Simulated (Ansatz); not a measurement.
Write the native input for Ansatz 0.2.0 that does the following.

```
Task                : single point
Functional          : PBE
Potentials or basis : Ansatz PAW
Cutoff              : 420 eV (not typed: the program's choice for these potentials)
k mesh              : 12 × 12 × 6
Occupations         : fermi-dirac, width 0.05 eV
Spin                : collinear spin, ferrimagnetic start
Starting moments    : [2.0, -1.0] μB
```

V:

```
V
1.0
     2.60429    0.00000    0.00000
    -1.30215    2.25538    0.00000
     0.00000    0.00000    4.72334
V
2
Direct
  0.33333 0.66667 0.25000
  0.66667 0.33333 0.75000
```

This isn't the form of V at room conditions, which is bcc.

The input as run:

input.yaml

```yaml
crystal:
  lattice:
    - [2.6042941027, 0.0, 0.0]
    - [-1.3021470513, 2.2553848518, 0.0]
    - [0.0, 0.0, 4.723336]
  atoms:
    - { symbol: V, position: [0.3333333333, 0.6666666667, 0.25], spin: 2.0 }
    - { symbol: V, position: [0.6666666667, 0.3333333333, 0.75], spin: -1.0 }
hamiltonian:
  xc: pbe
  pseudopotentials: { kind: paw }
magnetization:
  spin_polarized: true
kpoints:
  mp_grid: { grid: [12, 12, 6] }
scf:
  occupations: { method: fermi_dirac, width: 0.05 }
output:
  forces: true
  stress: true
  eigenvalues: true
```

Potentials or basis: Ansatz PAW.

Launch:

```sh
$ ansatz run input.yaml --threads 2 --pin off --max-ram 5632MiB --backend cpu --events-out ev --progress --plain --runs-dir out
```

Results of the run:

The pressure is -0.5 GPa. The band gap on the k mesh is none (metal or under the smearing width), the net moment is 0.00 μB per cell and the absolute moment is 0.00 μB per cell.

Caveat: the starting moments weren't kept.

Run time: 18 s on 2 threads of Arm Neoverse V1, with other jobs on the host, peak memory 0.42 GiB.
